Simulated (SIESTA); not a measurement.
**Co under changes of volume**

One of the cells (10.688 Å³/atom); the others are scaled copies at fixed shape and fractional positions:

```xyz
4
Lattice="2.4706 0.0000 0.0000 -1.2353 2.1396 0.0000 0.0000 0.0000 8.0882" Properties=species:S:1:pos:R:3 pbc="T T T"
Co    1.2353    0.7132    6.0662
Co    0.0000    0.0000    4.0441
Co    0.0000    1.4264    2.0221
Co    0.0000    0.0000    0.0000
```

- Program: SIESTA 5.4.2
- Functional: LDA
- Potentials or basis: PseudoDojo 0.4 standard (LDA files)
- Basis: DZP (energy shift 0.003 Ry; two zetas on semicore shells)
- Grid cutoff: 800 Ry
- Energy shift: 0.003 Ry
- k mesh: 9 × 9 × 3
- Occupations: fermi-dirac, width 0.05 eV
- Spin: collinear spin, ferromagnetic start
- Starting moments: [2.0, 2.0, 2.0, 2.0] μB

```csv
volume (Å³/atom),energy over the lowest point (meV/atom),pressure (GPa),moment (μB per cell)
10.047,0.00,-0.5,5.98
10.261,?,?,?
10.475,17.04,-11.6,6.03
10.688,35.54,-15.7,6.07
10.902,59.48,-19.8,6.11
11.116,88.19,-23.0,6.17
11.330,121.14,-26.1,6.22
```

Problem. What does the run at 10.261 Å³/atom give?

Solution. Energy over the lowest point 4.84 meV/atom; pressure -6.6 GPa; moment 6.00 μB per cell.

Worked out: A Birch-Murnaghan fit of order 3 (a polynomial in V^(-2/3)) to the other rows has its minimum at 10.02 Å³/atom, just outside them, with B0 = V·E''(V) = 297 GPa and B' = 5.5 at fixed shape and positions, which overstates the stiffness. It gives 4.90 meV/atom at 10.261 Å³/atom, against the run's 4.84, and -dE/dV = -6.5 GPa, against -6.6. A parabola through the other rows of the moment, of slope 0.123 μB per Å³/atom there, gives 6.00 μB, against the run's 6.00.

Energies are extrapolated to zero smearing.

Caveats: short orbitals over semicore shells can move pressures by several GPa; the basis of atomic orbitals isn't converged, which shifts pressures, moduli and gaps.
